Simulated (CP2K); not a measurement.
Crystal: TiSi2.

```
Ti Si
1.0
     4.37464    0.00000    0.00000
    -2.18732    3.78855    0.00000
     0.00000    0.00000    2.56101
Ti Si
1 2
Direct
  0.00000 0.00000 0.00000
  0.33333 0.66667 0.50000
  0.66667 0.33333 0.50000
```

The cell was built by a generator and needn't be a form met in nature.

* Program: CP2K 2026.2
* Task: single point
* Functional: PBE
* Potentials or basis: POTENTIAL_UZH Ti GTH-PBE-q12, Si GTH-PBE-q4; TZVP-MOLOPT-PBE-GTH basis
* Density cutoff: 6123 eV
* k mesh: 7 × 7 × 10
* Occupations: fermi-dirac, width 0.05 eV
* Spin: no spin polarisation

On this cell: pressure -0.5 GPa; largest force under 0.003 eV/Å; band gap on the k mesh none (metal or under the smearing width).

The same run follows on a disturbed copy (atoms moved at random, drawn with an rms of 0.05 Å):

```xyz
3
Lattice="4.3746 0.0000 0.0000 -2.1873 3.7885 0.0000 0.0000 0.0000 2.5610" Properties=species:S:1:pos:R:3 pbc="T T T"
Ti    0.0055   -0.0109    0.0429
Si   -0.0140    2.5697    1.2532
Si    2.1809    1.2566    1.2792
```

Question: What changes?

Answer: The energy (extrapolated to zero smearing) moves by +4.4 meV/atom; pressure -0.2 GPa; largest force 0.380 eV/Å; band gap on the k mesh none (metal or under the smearing width).

Forces on the atoms (eV/Å):
```
Ti  -0.062  0.084 -0.110
Si   0.077 -0.357  0.105
Si  -0.013  0.269  0.008
```

Stress tensor (GPa, compression positive):
```
-0.55  0.03  0.09
 0.03  1.10 -0.17
 0.09 -0.17 -1.01
```

Caveats: the basis of atomic orbitals isn't converged, which shifts pressures, moduli and gaps.
